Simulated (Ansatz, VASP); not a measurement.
# GaSb in two plane-wave programs

Wanted: the spread between two codes on one cell, functional and k mesh. The cell is taken from a series of runs on this material, whose earlier steps may have relaxed, scaled, displaced or heated it; both programs get it as it stands.

Main program and level: Ansatz 0.2.0; plane waves, with VASP 6.6.1 beside it; zone-centre phonons at PBEsol.

### Step 1. Starting point

It takes space group I-4m2 (No. 119, tetragonal). The conventional cell has a = 4.296 Å, b = 4.296 Å, c = 6.234 Å, α = 90.00°, β = 90.00°, γ = 90.00°. Nearest to Ga lie 4 Sb at 2.65 Å. Nearest to Sb lie 4 Ga at 2.65 Å. Farther neighbours are not listed.

Structure file:

```xyz
2
Lattice="0.0000 3.0374 3.1169 3.0374 0.0000 3.1169 3.0374 3.0374 0.0000" Properties=species:S:1:pos:R:3 pbc="T T T"
Ga    0.0000    0.0000    0.0000
Sb    4.5561    4.5561    4.6753
```

### Step 2. VASP: zone-centre phonons, PBEsol

Second derivatives magnify differences that forces hide, and they need a tight electronic threshold.

Lines of VASP's logs that name or quote its potential files are left out, and so is its time.

Contents of INCAR:

```
SYSTEM = GaSb
PREC = Accurate
ENCUT = 500
EDIFF = 1E-08
NELM = 120
ISMEAR = 1
SIGMA = 0.2
LREAL = .FALSE.
ALGO = Normal
GGA = PS
NBANDS = 15
LORBIT = 11
LWAVE = .FALSE.
LCHARG = .FALSE.
ISIF = 2
IBRION = 8
LASPH = .TRUE.
GGA_COMPAT = .FALSE.
KPAR = 2
```

Contents of POSCAR:

```
GaSb
1.0
    0.0000000000      3.0374194341      3.1168836925
    3.0374194341      0.0000000000      3.1168836925
    3.0374194341      3.0374194341      0.0000000000
Ga Sb
1 1
Direct
    0.0000000000      0.0000000000      0.0000000000
    0.7500000000      0.7500000000      0.7500000000
```

Contents of KPOINTS:

```
Automatic mesh
0
Gamma
12 12 12
0 0 0
```

Potentials, in the order of the species: Ga_d and Sb (PBE family, release 64).

Run with:

```
mpirun -np 2 vasp_std
```

Numbers of over 12 decimals in the logs are rounded to 6 here.

Output:

```text
[banner, memory and clock lines left out]
running    2 mpi-ranks, on    1 nodes
 distrk:  each k-point on    1 cores,    2 groups
 distr:  one band on    1 cores,    1 groups

 POSCAR found type information on POSCAR GaSb
 POSCAR found :  2 types and       2 ions
|                                                                             |
|               ----> ADVICE to this user running VASP <----                  |
|                                                                             |
|     You enforced a specific xc type in the INCAR file but a different       |
|     [... a line on the potential file left out ...]
|     I HOPE YOU KNOW WHAT YOU ARE DOING!                                     |
|                                                                             |

 LDA part: xc-table for (Slater+PW92), standard interpolation
 POSCAR, INCAR and KPOINTS ok, starting setup
 FFT: planning ... GRIDC
 FFT: planning ... GRID_SOFT
 FFT: planning ... GRID
 WAVECAR not read
 entering main loop
       N       E                     dE             d eps       ncg     rms          rms(c)
DAV:   1     0.798678931001E+02    0.79868E+02   -0.85453E+03  4930   0.143E+03
DAV:   2    -0.222922855631E+01   -0.82097E+02   -0.79264E+02  5695   0.297E+02
DAV:   3    -0.814366901847E+01   -0.59144E+01   -0.59002E+01  5870   0.665E+01
DAV:   4    -0.824683422629E+01   -0.10317E+00   -0.10315E+00  6095   0.997E+00
DAV:   5    -0.824924706637E+01   -0.24128E-02   -0.24128E-02  6321   0.131E+00    0.310E+00
DAV:   6    -0.817609557350E+01    0.73151E-01   -0.87522E-02  6464   0.521E+00    0.182E+00
DAV:   7    -0.815058084362E+01    0.25515E-01   -0.43787E-02  6067   0.196E+00    0.362E-01
DAV:   8    -0.815059953843E+01   -0.18695E-04   -0.48699E-03  6486   0.877E-01    0.979E-02
DAV:   9    -0.815087964497E+01   -0.28011E-03   -0.44510E-04  5485   0.173E-01    0.360E-02
DAV:  10    -0.815087519899E+01    0.44460E-05   -0.19774E-05  6499   0.395E-02    0.962E-03
DAV:  11    -0.815088474986E+01   -0.95509E-05   -0.12178E-05  5513   0.248E-02    0.441E-03
DAV:  12    -0.815088489158E+01   -0.14172E-06   -0.48876E-07  6486   0.709E-03    0.658E-04
DAV:  13    -0.815088487927E+01    0.12310E-07   -0.40454E-08  5591   0.137E-03    0.463E-04
DAV:  14    -0.815088492412E+01   -0.44846E-07   -0.41220E-09  5217   0.816E-04    0.328E-05
DAV:  15    -0.815088492845E+01   -0.43292E-08   -0.58271E-10  3299   0.307E-04
   1 F= -.81508849E+01 E0= -.81510463E+01  d E =0.484239E-03
 Linear response reoptimize wavefunctions to high precision
DAV:   1    -0.815088492382E+01    0.46248E-08   -0.15030E-10  3754   0.152E-04
DAV:   2    -0.815088492384E+01   -0.22737E-10   -0.41600E-11  3005   0.657E-05
 Linear response DOF=           4
 Linear response progress:
  Degree of freedom:   1/  4
       N       E                     dE             d eps       ncg     rms          rms(c)
RMM:   1    -0.165838971168E+00   -0.16584E+00    0.70869E-02 17799   0.803E+00
RMM:   2    -0.164870034325E+00    0.96894E-03   -0.28230E-02 26847   0.135E+00    0.387E-02
RMM:   3    -0.164848819426E+00    0.21215E-04   -0.34333E-03 27862   0.430E-01    0.258E-02
RMM:   4    -0.164750154734E+00    0.98665E-04   -0.16677E-03 30385   0.201E-01    0.127E-02
RMM:   5    -0.164734172329E+00    0.15982E-04   -0.72594E-05 29541   0.539E-02    0.448E-03
RMM:   6    -0.164741072783E+00   -0.69005E-05   -0.11180E-05 29967   0.227E-02    0.419E-04
RMM:   7    -0.164736131313E+00    0.49415E-05   -0.23250E-06 29227   0.982E-03    0.577E-04
RMM:   8    -0.164740050199E+00   -0.39189E-05   -0.41099E-07 29385   0.449E-03    0.174E-04
RMM:   9    -0.164741943652E+00   -0.18935E-05   -0.18461E-07 29515   0.208E-03    0.723E-05
RMM:  10    -0.164742702107E+00   -0.75846E-06    0.68667E-08 29896   0.103E-03    0.176E-05
RMM:  11    -0.164742715904E+00   -0.13796E-07   -0.23061E-08 29725   0.501E-04    0.158E-05
RMM:  12    -0.164742850190E+00   -0.13429E-06    0.72136E-09 29916   0.254E-04    0.199E-06
RMM:  13    -0.164742859317E+00   -0.91268E-08    0.11137E-08 29855   0.131E-04    0.550E-06
 first order change of Fermi-energy  -0.15034E-04
 force on displaced ion       1 direction 1 :  -7.720  -0.000  -0.000
 Linear response progress:
  Degree of freedom:   2/  4
       N       E                     dE             d eps       ncg     rms          rms(c)
RMM:   1    -0.166126225243E+00   -0.16613E+00    0.57786E-02 10456   0.792E+00
RMM:   2    -0.165108531031E+00    0.10177E-02   -0.28749E-02 15697   0.132E+00    0.390E-02
RMM:   3    -0.164979659517E+00    0.12887E-03   -0.31379E-03 16511   0.403E-01    0.267E-02
RMM:   4    -0.164845799988E+00    0.13386E-03   -0.11750E-03 17762   0.183E-01    0.120E-02
RMM:   5    -0.164852500391E+00   -0.67004E-05   -0.60504E-05 17264   0.492E-02    0.422E-03
RMM:   6    -0.164860687985E+00   -0.81876E-05   -0.92488E-06 17304   0.202E-02    0.435E-04
RMM:   7    -0.164858952015E+00    0.17360E-05   -0.19116E-06 16941   0.873E-03    0.436E-04
RMM:   8    -0.164861153815E+00   -0.22018E-05   -0.56679E-07 17145   0.406E-03    0.991E-05
RMM:   9    -0.164862350320E+00   -0.11965E-05   -0.12346E-07 16993   0.185E-03    0.379E-05
RMM:  10    -0.164862851711E+00   -0.50139E-06   -0.34613E-08 17381   0.925E-04    0.150E-05
RMM:  11    -0.164862713574E+00    0.13814E-06   -0.14157E-08 17056   0.449E-04    0.120E-05
RMM:  12    -0.164862745568E+00   -0.31994E-07   -0.29236E-09 17452   0.224E-04    0.107E-05
RMM:  13    -0.164862883455E+00   -0.13789E-06   -0.30108E-09 16864   0.117E-04    0.392E-06
RMM:  14    -0.164862820883E+00    0.62572E-07    0.25502E-09 16320   0.628E-05    0.478E-06
RMM:  15    -0.164862842612E+00   -0.21729E-07   -0.59398E-10 17410   0.358E-05    0.237E-06
RMM:  16    -0.164862858859E+00   -0.16247E-07   -0.10066E-09 16645   0.224E-05    0.672E-07
RMM:  17    -0.164862857953E+00    0.90531E-09    0.92447E-10 12957   0.153E-05    0.856E-07
 first order change of Fermi-energy  -0.84375E-05
 force on displaced ion       1 direction 3 :   0.000   0.000  -7.666
 Linear response progress:
  Degree of freedom:   3/  4
       N       E                     dE             d eps       ncg     rms          rms(c)
RMM:   1    -0.282508471299E-01   -0.28251E-01    0.70201E-03 29010   0.134E+00
RMM:   2    -0.256949125077E-01    0.25559E-02   -0.34086E-03 26044   0.372E-01    0.649E-02
RMM:   3    -0.256360383405E-01    0.58874E-04   -0.19300E-04 28838   0.101E-01    0.354E-02
RMM:   4    -0.256801872770E-01   -0.44149E-04   -0.39614E-05 28831   0.436E-02    0.437E-03
RMM:   5    -0.256900541973E-01   -0.98669E-05   -0.54629E-06 30126   0.151E-02    0.274E-03
RMM:   6    -0.256841027775E-01    0.59514E-05   -0.92031E-07 28555   0.508E-03    0.759E-04
RMM:   7    -0.256829456877E-01    0.11571E-05   -0.78121E-08 29815   0.157E-03    0.256E-04
RMM:   8    -0.256821848031E-01    0.76088E-06   -0.14515E-08 28685   0.553E-04    0.601E-05
RMM:   9    -0.256821529530E-01    0.31850E-07    0.19436E-10 29376   0.201E-04    0.171E-05
RMM:  10    -0.256821811527E-01   -0.28200E-07   -0.10957E-09 28564   0.777E-05    0.314E-06
RMM:  11    -0.256821776063E-01    0.35465E-08    0.16011E-11 29283   0.272E-05    0.380E-06
 first order change of Fermi-energy   0.51286E-04
 force on displaced ion       2 direction 1 :  -7.751   0.000   0.000
 Linear response progress:
  Degree of freedom:   4/  4
       N       E                     dE             d eps       ncg     rms          rms(c)
RMM:   1    -0.285490046857E-01   -0.28549E-01    0.55569E-03 16510   0.135E+00
RMM:   2    -0.256957740590E-01    0.28532E-02   -0.35049E-03 15430   0.374E-01    0.662E-02
RMM:   3    -0.256542576284E-01    0.41516E-04   -0.19442E-04 16793   0.994E-02    0.362E-02
RMM:   4    -0.257142616114E-01   -0.60004E-04   -0.38917E-05 16879   0.434E-02    0.429E-03
RMM:   5    -0.257242466344E-01   -0.99850E-05   -0.54746E-06 17713   0.148E-02    0.281E-03
RMM:   6    -0.257162757763E-01    0.79709E-05   -0.75265E-07 16407   0.478E-03    0.469E-04
RMM:   7    -0.257157038879E-01    0.57189E-06   -0.66987E-08 17692   0.150E-03    0.236E-04
RMM:   8    -0.257153381645E-01    0.36572E-06   -0.17114E-08 16662   0.525E-04    0.445E-05
RMM:   9    -0.257153427105E-01   -0.45459E-08   -0.24429E-09 17553   0.196E-04    0.233E-05
 first order change of Fermi-energy   0.72611E-03
 force on displaced ion       2 direction 3 :   0.000   0.000  -7.665
 Linear response finished
```

Parts of OUTCAR (step 2):

```text
ion  position               nearest neighbor table
   1  0.000  0.000  0.000-   2 2.65   2 2.65   2 2.65   2 2.65
   2  0.750  0.750  0.750-   1 2.65   1 2.65   1 2.65   1 2.65

  LATTYP: Found a body centered tetragonal cell.
 ALAT       =     4.2955597583
 C/A-ratio  =     1.4512118876

 Subroutine GETGRP returns: Found  8 space group operations
 (whereof  8 operations were pure point group operations)

The static configuration has the point symmetry D_2d.

 Found    163 irreducible k-points:

   k-points           NKPTS =    163   k-points in BZ     NKDIM =    163   number of bands    NBANDS=     15

   dimension x,y,z NGX =    32 NGY =   32 NGZ =   32
   dimension x,y,z NGXF=    64 NGYF=   64 NGZF=   64

   ENCUT  =  500.0 eV  36.75 Ry    6.06 a.u.   7.93  7.93  7.83*2*pi/ulx,y,z

   NELECT =      18.0000    total number of electrons

 k-points in reciprocal lattice and weights: Automatic mesh
   0.00000000  0.00000000  0.00000000       0.001
   0.08333333  0.00000000  0.00000000       0.005
   0.16666667 -0.00000000  0.00000000       0.005
   0.25000000  0.00000000  0.00000000       0.005
   0.33333333  0.00000000  0.00000000       0.005
   0.41666667  0.00000000  0.00000000       0.005
   0.50000000  0.00000000  0.00000000       0.002
   0.08333333  0.08333333  0.00000000       0.001
   0.16666667  0.08333333  0.00000000       0.005
[...]
-0.33333333  0.16666667  0.50000000       0.002
  -0.25000000  0.25000000  0.50000000       0.001

 average (electrostatic) potential at core
       1 -65.5868       2 -87.5348

  Total        0.0281706      0.0281706     -0.3961003      0.0000000      0.0000000     -0.0000000
  in kB        0.7847776      0.7847776    -11.0345768      0.0000000      0.0000000     -0.0000000
  external PRESSURE =      -3.1550072 kB  Pullay stress =       0.0000000 kB

  energy-cutoff  :      500.00
  volume of cell :       57.51
      direct lattice vectors                 reciprocal lattice vectors
     0.000000000  3.037419434  3.116883693    -0.164613420  0.164613420  0.160416637
     3.037419434  0.000000000  3.116883693     0.164613420 -0.164613420  0.160416637
     3.037419434  3.037419434  0.000000000     0.164613420  0.164613420 -0.160416637

 POSITION                                       TOTAL-FORCE (eV/Angst)
 -----------------------------------------------------------------------------------
      0.00000      0.00000      0.00000         0.000000      0.000000      0.000000
      4.55613      4.55613      4.67533        -0.000000     -0.000000      0.000000
 -----------------------------------------------------------------------------------
    total drift:                               -0.000000     -0.000000     -0.000000

 Eigenvectors and eigenvalues of the dynamical matrix
 ----------------------------------------------------

   1 f  =    6.528566 THz    41.020190 2PiTHz  217.769519 cm-1    26.999967 meV
             X         Y         Z           dx          dy          dz
      0.000000  0.000000  0.000000     0.796831    0.000000    0.000000
      4.556129  4.556129  4.675326    -0.604203   -0.000000   -0.000000

   2 f  =    6.528566 THz    41.020190 2PiTHz  217.769519 cm-1    26.999967 meV
             X         Y         Z           dx          dy          dz
      0.000000  0.000000  0.000000     0.000000   -0.796831   -0.000000
      4.556129  4.556129  4.675326    -0.000000    0.604203    0.000000

   3 f  =    6.500739 THz    40.845351 2PiTHz  216.841327 cm-1    26.884886 meV
             X         Y         Z           dx          dy          dz
      0.000000  0.000000  0.000000    -0.000000    0.000000   -0.797439
      4.556129  4.556129  4.675326     0.000000   -0.000000    0.603400

   4 f/i=    0.000329 THz     0.002067 2PiTHz    0.010974 cm-1     0.001361 meV
             X         Y         Z           dx          dy          dz
      0.000000  0.000000  0.000000     0.000000   -0.000000    0.603400
      4.556129  4.556129  4.675326     0.000000   -0.000000    0.797439

   5 f/i=    0.006246 THz     0.039247 2PiTHz    0.208356 cm-1     0.025833 meV
             X         Y         Z           dx          dy          dz
      0.000000  0.000000  0.000000    -0.271155    0.539941    0.000000
      4.556129  4.556129  4.675326    -0.357603    0.712081    0.000000

   6 f/i=    0.006246 THz     0.039247 2PiTHz    0.208356 cm-1     0.025833 meV
             X         Y         Z           dx          dy          dz
      0.000000  0.000000  0.000000     0.539941    0.271155    0.000000
      4.556129  4.556129  4.675326     0.712081    0.357603    0.000000

 ELASTIC MODULI CONTR FROM IONIC RELAXATION (kBar)
 Direction    XX          YY          ZZ          XY          YZ          ZX
 --------------------------------------------------------------------------------
 XX           0.0000      0.0000      0.0000      0.0000      0.0000      0.0000
 YY           0.0000      0.0000      0.0000      0.0000      0.0000      0.0000
 ZZ           0.0000      0.0000      0.0000      0.0000      0.0000      0.0000
 XY           0.0000      0.0000      0.0000   -160.2694      0.0000     -0.0000
 YZ           0.0000      0.0000      0.0000      0.0000   -163.1624      0.0000
 ZX           0.0000      0.0000      0.0000     -0.0000      0.0000   -142.0332
 --------------------------------------------------------------------------------
```

(Continued in part 2 of 2.)

[Lines on the potential files, build, host, timing and source positions are cut from VASP's logs without a mark.]

[Logs are printed without paths, hosts, clocks, repeated set-up lines and the standing remarks that a program may print on its own settings, such as how far it seeks lower states.]

[Hosts, paths, dates, database ids (printed as entryN), source tags and the programs' standing remarks are cut or masked in the printed files.]
